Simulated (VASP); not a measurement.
## BN (Qingsongite): zone-centre modes, functional by functional

How much do the zone-centre frequencies of BN (Qingsongite) depend on the functional? The starting structure is a measured crystal structure from the Crystallography Open Database.

Method: Kohn-Sham DFT with plane waves and PAW; LDA, PBEsol, PBE, PBEsol + D3(BJ), r2SCAN, r2SCAN + rVV10 and HSE06, in VASP 6.6.1.

**1. The structure**

It takes space group F-43m (No. 216, cubic). The conventional cell has a = 3.615 Å, b = 3.615 Å, c = 3.615 Å, α = 90.00°, β = 90.00°, γ = 90.00°. Nearest to N lie 4 B at 1.57 Å. Nearest to B lie 4 N at 1.57 Å. Farther neighbours and most contacts between anions are not listed.

**2. Modes with LDA**

LDA, the lowest rung, knows the local density alone. The cell comes from a relaxation at this level, not shown (11.50 Å³).

The input, INCAR:

```
SYSTEM = BN
PREC = Accurate
ENCUT = 520
EDIFF = 1E-08
NELM = 100
ISMEAR = 0
SIGMA = 0.03
LREAL = .FALSE.
ALGO = Normal
GGA = CA
NBANDS = 10
LORBIT = 11
LWAVE = .FALSE.
LCHARG = .FALSE.
KPAR = 2
IBRION = 8
LEPSILON = .TRUE.
ISIF = 2
```

The input, POSCAR:

```
BN
1.0
    0.0000000000      1.7917290351      1.7917290351
    1.7917290351      0.0000000000      1.7917290351
    1.7917290351      1.7917290351      0.0000000000
N B
1 1
Direct
    0.7500000000      0.7500000000      0.7500000000
    0.0000000000      0.0000000000      0.0000000000
```

The input, KPOINTS:

```
Automatic mesh
0
Gamma
14 14 14
0 0 0
```

PAW data sets: N and B (LDA family, release 64).

Launch:

```sh
$ mpirun -np 2 vasp_std
```

What it wrote:

```text
[banner, memory and clock lines left out]
running    2 mpi-ranks, on    1 nodes
 distrk:  each k-point on    1 cores,    2 groups
 distr:  one band on    1 cores,    1 groups

 POSCAR found type information on POSCAR N B
 POSCAR found :  2 types and       2 ions
 LDA part: xc-table for (Slater(with rela. corr.)+CA(PZ))
 , standard interpolation
 POSCAR, INCAR and KPOINTS ok, starting setup
 FFT: planning ... GRIDC
 FFT: planning ... GRID_SOFT
 FFT: planning ... GRID
 WAVECAR not read
 entering main loop
       N       E                     dE             d eps       ncg     rms          rms(c)
DAV:   1     0.709457797878E+01    0.70946E+01   -0.49345E+03  2104   0.783E+02
DAV:   2    -0.201931663674E+02   -0.27288E+02   -0.26258E+02  2510   0.155E+02
DAV:   3    -0.205931484497E+02   -0.39998E+00   -0.39935E+00  2404   0.165E+01
DAV:   4    -0.205936123176E+02   -0.46387E-03   -0.46386E-03  2272   0.670E-01
DAV:   5    -0.205936127645E+02   -0.44688E-06   -0.44690E-06  2370   0.206E-02    0.665E+00
DAV:   6    -0.195646856005E+02    0.10289E+01   -0.33327E+00  2108   0.113E+01    0.317E+00
DAV:   7    -0.194465274887E+02    0.11816E+00   -0.96138E-02  2308   0.264E+00    0.180E+00
DAV:   8    -0.194141096905E+02    0.32418E-01   -0.50426E-02  2334   0.161E+00    0.187E-01
DAV:   9    -0.194139541446E+02    0.15555E-03   -0.86495E-04  2250   0.276E-01    0.827E-02
DAV:  10    -0.194139385634E+02    0.15581E-04   -0.43302E-05  2346   0.668E-02    0.139E-02
DAV:  11    -0.194139390385E+02   -0.47503E-06   -0.16984E-06  2322   0.939E-03    0.612E-03
DAV:  12    -0.194139389717E+02    0.66750E-07   -0.48617E-07  2286   0.434E-03    0.224E-04
DAV:  13    -0.194139389728E+02   -0.10505E-08   -0.76826E-09  1320   0.887E-04
   1 F= -.19413939E+02 E0= -.19413939E+02  d E =-.800194E-17
 Linear response reoptimize wavefunctions to high precision
DAV:   1    -0.194139389729E+02   -0.94360E-10   -0.18924E-10  1454   0.159E-04
 Linear response G [H, r] |phi>, progress :
  Direction:   1
       N       E                     dE             d eps       ncg     rms
RMM:   1    -0.372591237460E+02   -0.37259E+02   -0.29414E+01  4774   0.502E+01
RMM:   2    -0.320669979636E+02    0.51921E+01   -0.11840E+00  3317   0.862E+00
RMM:   3    -0.320465608943E+02    0.20437E-01   -0.14922E-02  3521   0.338E-01
RMM:   4    -0.320453307224E+02    0.12302E-02   -0.93751E-04  3706   0.195E-02
RMM:   5    -0.320452422789E+02    0.88443E-04   -0.46527E-05  3591   0.150E-03
RMM:   6    -0.320452376776E+02    0.46013E-05   -0.45637E-07  3031   0.320E-04
RMM:   7    -0.320452376497E+02    0.27827E-07   -0.40621E-07  2555   0.243E-04
RMM:   8    -0.320452376510E+02   -0.12700E-08   -0.42283E-07  2588   0.243E-04
RMM:   9    -0.320452376524E+02   -0.13575E-08   -0.43508E-07  2470   0.243E-04
RMM:  10    -0.320452376522E+02    0.18206E-09   -0.44882E-07  2201   0.243E-04
 Linear response G [H, r] |phi>, progress :
  Direction:   2
       N       E                     dE             d eps       ncg     rms
RMM:   1    -0.345934363594E+02   -0.34593E+02   -0.20550E+01  4809   0.477E+01
RMM:   2    -0.326485680874E+02    0.19449E+01   -0.84550E-01  3307   0.725E+00
RMM:   3    -0.326286052695E+02    0.19963E-01   -0.14251E-02  3545   0.285E-01
RMM:   4    -0.326273835209E+02    0.12217E-02   -0.93492E-04  3753   0.166E-02
RMM:   5    -0.326272951867E+02    0.88334E-04   -0.47074E-05  3602   0.139E-03
RMM:   6    -0.326272905899E+02    0.45968E-05   -0.10698E-06  3062   0.379E-04
RMM:   7    -0.326272905618E+02    0.28012E-07   -0.66811E-07  2630   0.316E-04
RMM:   8    -0.326272905636E+02   -0.18004E-08   -0.60889E-07  2728   0.315E-04
RMM:   9    -0.326272905639E+02   -0.21370E-09   -0.58342E-07  2659   0.315E-04
RMM:  10    -0.326272905679E+02   -0.40434E-08   -0.30953E-07  2335   0.315E-04
 Linear response G [H, r] |phi>, progress :
  Direction:   3
       N       E                     dE             d eps       ncg     rms
RMM:   1    -0.252917308078E+02   -0.25292E+02    0.74462E+01  4516   0.505E+01
RMM:   2    -0.237546266891E+02    0.15371E+01   -0.92821E-01  3292   0.825E+00
RMM:   3    -0.237540435577E+02    0.58313E-03   -0.26674E-03  3546   0.353E-01
RMM:   4    -0.237540149647E+02    0.28593E-04   -0.91021E-06  3682   0.224E-02
RMM:   5    -0.237540150593E+02   -0.94584E-07   -0.13652E-07  3535   0.185E-03
RMM:   6    -0.237540150791E+02   -0.19799E-07   -0.21614E-07  2991   0.322E-04
RMM:   7    -0.237540150781E+02    0.99760E-09   -0.96974E-08  2533   0.210E-04
 Linear response to external field (no local field effect), progress :
  Direction:   1
       N       E                     dE             d eps       ncg     rms          rms(c)
RMM:   1    -0.139620056495E+00   -0.13962E+00   -0.43082E-01  4713   0.198E+00
RMM:   2    -0.140039346366E+00   -0.41929E-03   -0.30550E-04  3361   0.138E-01
RMM:   3    -0.140039974355E+00   -0.62799E-06   -0.40546E-07  3427   0.456E-03
RMM:   4    -0.140039974900E+00   -0.54532E-09   -0.15541E-09  3083   0.203E-04
 change of polarisation eV/A/(eV/A) component  1 :     0.280     0.118     0.031
 dielectric tensor                  component  1 :     5.406     1.864     0.493
 Linear response to external field (no local field effect), progress :
  Direction:   2
       N       E                     dE             d eps       ncg     rms          rms(c)
[...]
RMM:   3    -0.752837887319E-01   -0.48686E-06   -0.24038E-07  3386   0.384E-03
RMM:   4    -0.752837898240E-01   -0.10921E-08   -0.69175E-10  3091   0.180E-04
 change of polarisation eV/A/(eV/A) component  3 :     0.031    -0.040     0.151
 dielectric tensor                  component  3 :     0.493    -0.634     3.368
 Linear response to external field, progress :
  Direction:   1
       N       E                     dE             d eps       ncg     rms          rms(c)
RMM:   1    -0.117887525098E+00   -0.11789E+00   -0.35261E-01 19348   0.183E+00
RMM:   2    -0.118259753588E+00   -0.37223E-03   -0.26065E-04 13860   0.129E-01    0.576E-01
RMM:   3    -0.115979295792E+00    0.22805E-02   -0.95219E-04 13590   0.238E-01    0.337E-01
RMM:   4    -0.119688678068E+00   -0.37094E-02   -0.13981E-03 14004   0.289E-01    0.369E-02
RMM:   5    -0.120148986369E+00   -0.46031E-03   -0.14882E-05 14228   0.310E-02    0.415E-03
RMM:   6    -0.120162818159E+00   -0.13832E-04   -0.23197E-08 14426   0.166E-03    0.219E-03
RMM:   7    -0.120171687308E+00   -0.88691E-05   -0.74974E-09 14342   0.829E-04    0.954E-05
RMM:   8    -0.120171878145E+00   -0.19084E-06   -0.49548E-10  8394   0.375E-05    0.256E-05
RMM:   9    -0.120171867790E+00    0.10355E-07   -0.74041E-10  7620   0.443E-05    0.218E-06
 change of polarisation eV/A/(eV/A) component  1 :     0.227     0.040     0.024
 dielectric tensor                  component  1 :     4.566     0.623     0.376
 Linear response to external field, progress :
  Direction:   2
       N       E                     dE             d eps       ncg     rms          rms(c)
RMM:   1    -0.117887238166E+00   -0.11789E+00   -0.35260E-01 19348   0.183E+00
RMM:   2    -0.118259747189E+00   -0.37251E-03   -0.26257E-04 13863   0.129E-01    0.576E-01
RMM:   3    -0.115979332022E+00    0.22804E-02   -0.95285E-04 13585   0.238E-01    0.337E-01
RMM:   4    -0.119688838406E+00   -0.37095E-02   -0.13993E-03 14003   0.289E-01    0.369E-02
RMM:   5    -0.120149084998E+00   -0.46025E-03   -0.14897E-05 14230   0.310E-02    0.415E-03
RMM:   6    -0.120162940609E+00   -0.13856E-04   -0.23683E-08 14432   0.166E-03    0.219E-03
RMM:   7    -0.120171803224E+00   -0.88626E-05   -0.71097E-09 14349   0.830E-04    0.944E-05
RMM:   8    -0.120171986157E+00   -0.18293E-06   -0.15876E-10  8247   0.371E-05    0.281E-05
RMM:   9    -0.120171986563E+00   -0.40592E-09   -0.52132E-10  7821   0.465E-05    0.254E-06
 change of polarisation eV/A/(eV/A) component  2 :     0.026     0.227     0.028
 dielectric tensor                  component  2 :     0.403     4.566     0.441
 Linear response to external field, progress :
  Direction:   3
       N       E                     dE             d eps       ncg     rms          rms(c)
RMM:   1    -0.117887244996E+00   -0.11789E+00   -0.35260E-01 19348   0.183E+00
RMM:   2    -0.118259749591E+00   -0.37250E-03   -0.26080E-04 13860   0.129E-01    0.576E-01
RMM:   3    -0.115979317523E+00    0.22804E-02   -0.95223E-04 13590   0.238E-01    0.337E-01
RMM:   4    -0.119688800269E+00   -0.37095E-02   -0.13982E-03 14004   0.289E-01    0.369E-02
RMM:   5    -0.120149093012E+00   -0.46029E-03   -0.14883E-05 14228   0.310E-02    0.415E-03
RMM:   6    -0.120162937376E+00   -0.13844E-04   -0.23445E-08 14431   0.166E-03    0.219E-03
RMM:   7    -0.120171802359E+00   -0.88650E-05   -0.74862E-09 14352   0.829E-04    0.946E-05
RMM:   8    -0.120171985712E+00   -0.18335E-06   -0.39139E-10  8256   0.361E-05    0.279E-05
RMM:   9    -0.120171985151E+00    0.56047E-09   -0.76336E-10  7790   0.453E-05    0.253E-06
 change of polarisation eV/A/(eV/A) component  3 :     0.022     0.041     0.227
 dielectric tensor                  component  3 :     0.346     0.652     4.566
 Linear response DOF=           2
 Linear response progress:
  Degree of freedom:   1/  2
       N       E                     dE             d eps       ncg     rms          rms(c)
RMM:   1    -0.229580465990E+00   -0.22958E+00    0.10799E-01 17341   0.331E+00
RMM:   2    -0.224052459698E+00    0.55280E-02   -0.21328E-03 13236   0.430E-01    0.231E-01
RMM:   3    -0.225021055376E+00   -0.96860E-03   -0.42579E-04 12772   0.160E-01    0.125E-01
RMM:   4    -0.227058655706E+00   -0.20376E-02   -0.39580E-04 12377   0.156E-01    0.232E-02
RMM:   5    -0.227115646118E+00   -0.56990E-04   -0.84621E-06 14212   0.227E-02    0.874E-04
RMM:   6    -0.227123522576E+00   -0.78765E-05   -0.10224E-06 13991   0.111E-03    0.403E-04
RMM:   7    -0.227121576566E+00    0.19460E-05   -0.11967E-06 14359   0.380E-04    0.462E-05
RMM:   8    -0.227121383353E+00    0.19321E-06   -0.97610E-07 14252   0.369E-05    0.197E-05
RMM:   9    -0.227121320979E+00    0.62374E-07   -0.98427E-07 14716   0.330E-05    0.938E-07
RMM:  10    -0.227121320067E+00    0.91205E-09   -0.98538E-07 10829   0.196E-05    0.430E-07
RMM:  11    -0.227121321976E+00   -0.19090E-08   -0.10521E-06  9603   0.197E-05    0.205E-08
 first order change of Fermi-energy   0.14742E-03
 force on displaced ion       1 direction 1 : -25.541  -0.000  -0.000
 Born effective charge ion    1 direction 1 :  -1.874   0.000   0.000
 Linear response progress:
  Degree of freedom:   2/  2
       N       E                     dE             d eps       ncg     rms          rms(c)
RMM:   1    -0.418428033029E-01   -0.41843E-01   -0.24938E-02 21772   0.134E+00
RMM:   2    -0.362219292589E-01    0.56209E-02    0.63162E-04 13182   0.239E-01    0.148E-01
RMM:   3    -0.362866759304E-01   -0.64747E-04    0.11748E-04 13675   0.783E-02    0.829E-02
RMM:   4    -0.365835493152E-01   -0.29687E-03   -0.31116E-05 13667   0.892E-02    0.763E-03
RMM:   5    -0.365826651168E-01    0.88420E-06    0.26734E-05 14075   0.719E-03    0.111E-03
RMM:   6    -0.365829985306E-01   -0.33341E-06    0.21712E-06 14081   0.517E-04    0.413E-04
RMM:   7    -0.365809599282E-01    0.20386E-05   -0.21140E-07 14258   0.389E-04    0.440E-05
RMM:   8    -0.365810036592E-01   -0.43731E-07    0.11059E-07 14310   0.319E-05    0.102E-05
RMM:   9    -0.365809440301E-01    0.59629E-07    0.18341E-07 14532   0.160E-05    0.858E-07
RMM:  10    -0.365809480271E-01   -0.39970E-08    0.13953E-07  9463   0.898E-06    0.345E-07
RMM:  11    -0.365809338540E-01    0.14173E-07    0.23216E-07  7691   0.899E-06    0.139E-08
 first order change of Fermi-energy  -0.46223E-05
 force on displaced ion       2 direction 1 : -25.553  -0.000  -0.000
 Born effective charge ion    2 direction 1 :   1.874   0.000   0.000
 Born effective charges drift removed
 Linear response finished
```

Wall time 93 s (2 MPI ranks of Intel Xeon 6975P-C (Granite Rapids), shared host); peak memory 0.45 GiB; 3.1 min of CPU time.

Lines that name or quote the potential files are left out of all logs, and their timing lines are given in words.

Parts of OUTCAR (step 2):

```text
ion  position               nearest neighbor table
   1  0.750  0.750  0.750-   2 1.55   2 1.55   2 1.55   2 1.55
   2  0.000  0.000  0.000-   1 1.55   1 1.55   1 1.55   1 1.55

  LATTYP: Found a face centered cubic cell.
 ALAT       =     3.5834580702

 Subroutine GETGRP returns: Found 24 space group operations
 (whereof 24 operations were pure point group operations)

The static configuration has the point symmetry T_d .

 Found    104 irreducible k-points:

   k-points           NKPTS =    104   k-points in BZ     NKDIM =    104   number of bands    NBANDS=     10

   dimension x,y,z NGX =    20 NGY =   20 NGZ =   20
   dimension x,y,z NGXF=    40 NGYF=   40 NGZF=   40

   ENCUT  =  520.0 eV  38.22 Ry    6.18 a.u.   4.71  4.71  4.71*2*pi/ulx,y,z

   NELECT =       8.0000    total number of electrons

 k-points in reciprocal lattice and weights: Automatic mesh
   0.00000000  0.00000000  0.00000000       0.000
   0.07142857  0.00000000  0.00000000       0.003
   0.14285714  0.00000000  0.00000000       0.003
   0.21428571  0.00000000  0.00000000       0.003
   0.28571429  0.00000000  0.00000000       0.003
   0.35714286  0.00000000  0.00000000       0.003
   0.42857143  0.00000000  0.00000000       0.003
   0.50000000  0.00000000  0.00000000       0.001
   0.07142857  0.07142857  0.00000000       0.002
[...]
-0.28571429  0.42857143  0.21428571       0.009
  -0.28571429  0.50000000  0.21428571       0.004

 average (electrostatic) potential at core
       1 -59.8012       2 -29.2063

  Total        0.0001675      0.0001675      0.0001675      0.0000000      0.0000000      0.0000000
  in kB        0.0233286      0.0233286      0.0233286      0.0000000      0.0000000      0.0000000
  external PRESSURE =       0.0233286 kB  Pullay stress =       0.0000000 kB

  energy-cutoff  :      520.00
  volume of cell :       11.50
      direct lattice vectors                 reciprocal lattice vectors
     0.000000000  1.791729035  1.791729035    -0.279060053  0.279060053  0.279060053
     1.791729035  0.000000000  1.791729035     0.279060053 -0.279060053  0.279060053
     1.791729035  1.791729035  0.000000000     0.279060053  0.279060053 -0.279060053

 POSITION                                       TOTAL-FORCE (eV/Angst)
 -----------------------------------------------------------------------------------
      2.68759      2.68759      2.68759        -0.000000     -0.000000     -0.000000
      0.00000      0.00000      0.00000         0.000000      0.000000      0.000000
 -----------------------------------------------------------------------------------
    total drift:                                0.000000      0.000000      0.000000

 MACROSCOPIC STATIC DIELECTRIC TENSOR (including local field effects in DFT)
 ------------------------------------------------------
           4.565941     0.000000     0.000000
           0.000000     4.565941    -0.000000
          -0.000000     0.000000     4.565941
 ------------------------------------------------------

 PIEZOELECTRIC TENSOR (including local field effects)  for field in x, y, z        (C/m^2)
          XX          YY          ZZ          XY          YZ          ZX
  --------------------------------------------------------------------------------
  x    -0.00000    -0.00000    -0.00000     0.00000     1.02920     0.00000
  y     0.00000     0.00000     0.00000     0.00000     0.00000     1.02920
  z    -0.00000    -0.00000     0.00000     1.02920     0.00000     0.00000

 BORN EFFECTIVE CHARGES (including local field effects) (in |e|, cummulative output)
 ---------------------------------------------------------------------------------
 ion    1
    1    -1.87404     0.00000     0.00000
    2     0.00000    -1.87404     0.00000
    3     0.00000     0.00000    -1.87404
 ion    2
    1     1.87404     0.00000     0.00000
    2     0.00000     1.87404     0.00000
    3     0.00000     0.00000     1.87404

 Eigenvectors and eigenvalues of the dynamical matrix
 ----------------------------------------------------

   1 f  =   31.992379 THz   201.014045 2PiTHz 1067.150891 cm-1   132.309788 meV
             X         Y         Z           dx          dy          dz
      2.687594  2.687594  2.687594     0.000000    0.660004    0.000000
      0.000000  0.000000  0.000000     0.000000   -0.751262    0.000000

   2 f  =   31.992379 THz   201.014045 2PiTHz 1067.150891 cm-1   132.309788 meV
             X         Y         Z           dx          dy          dz
      2.687594  2.687594  2.687594    -0.660004    0.000000    0.000000
      0.000000  0.000000  0.000000     0.751262    0.000000    0.000000

   3 f  =   31.992379 THz   201.014045 2PiTHz 1067.150891 cm-1   132.309788 meV
             X         Y         Z           dx          dy          dz
      2.687594  2.687594  2.687594     0.000000    0.000000   -0.660004
      0.000000  0.000000  0.000000     0.000000    0.000000    0.751262

   4 f/i=    0.003583 THz     0.022512 2PiTHz    0.119511 cm-1     0.014817 meV
             X         Y         Z           dx          dy          dz
      2.687594  2.687594  2.687594     0.751262    0.000000    0.000000
      0.000000  0.000000  0.000000     0.660004    0.000000    0.000000

   5 f/i=    0.003583 THz     0.022512 2PiTHz    0.119511 cm-1     0.014817 meV
             X         Y         Z           dx          dy          dz
      2.687594  2.687594  2.687594     0.000000   -0.751262    0.000000
      0.000000  0.000000  0.000000     0.000000   -0.660004    0.000000

   6 f/i=    0.003583 THz     0.022512 2PiTHz    0.119511 cm-1     0.014817 meV
             X         Y         Z           dx          dy          dz
      2.687594  2.687594  2.687594     0.000000    0.000000    0.751262
      0.000000  0.000000  0.000000     0.000000    0.000000    0.660004

 MACROSCOPIC STATIC DIELECTRIC TENSOR IONIC CONTRIBUTION
 ------------------------------------------------------
           2.162402     0.000000     0.000000
           0.000000     2.162402     0.000000
           0.000000     0.000000     2.162402
 ------------------------------------------------------

 ELASTIC MODULI CONTR FROM IONIC RELAXATION (kBar)
 Direction    XX          YY          ZZ          XY          YZ          ZX
 --------------------------------------------------------------------------------
 XX          -0.0000     -0.0000      0.0000      0.0000     -0.0000      0.0000
 YY          -0.0000     -0.0000     -0.0000      0.0000      0.0000      0.0000
 ZZ           0.0000     -0.0000     -0.0000     -0.0000      0.0000      0.0000
 XY           0.0000      0.0000     -0.0000    -39.4235     -0.0000     -0.0000
 YZ          -0.0000      0.0000      0.0000     -0.0000    -39.4235     -0.0000
 ZX           0.0000      0.0000      0.0000     -0.0000     -0.0000    -39.4235
 --------------------------------------------------------------------------------

 PIEZOELECTRIC TENSOR IONIC CONTR  for field in x, y, z        (C/m^2)
          XX          YY          ZZ          XY          YZ          ZX
  --------------------------------------------------------------------------------
  x    -0.00000     0.00000     0.00000    -0.00000    -0.27474    -0.00000
  y     0.00000     0.00000     0.00000    -0.00000    -0.00000    -0.27474
  z     0.00000     0.00000    -0.00000    -0.27474    -0.00000    -0.00000
```

Energies printed during the response cycles are not total energies of the cell.

LDA: the zone-centre mode is T2 1067.2 cm⁻¹.

(Part 1 of 3 ends here.)

[Lines on the potential files, build, host, timing and source positions are cut from VASP's logs without a mark.]

[Logs are printed without paths, hosts, clocks, repeated set-up lines and the standing remarks that a program may print on its own settings, such as how far it seeks lower states.]

[Hosts, paths, dates, database ids (printed as entryN), source tags and the programs' standing remarks are cut or masked in the printed files.]
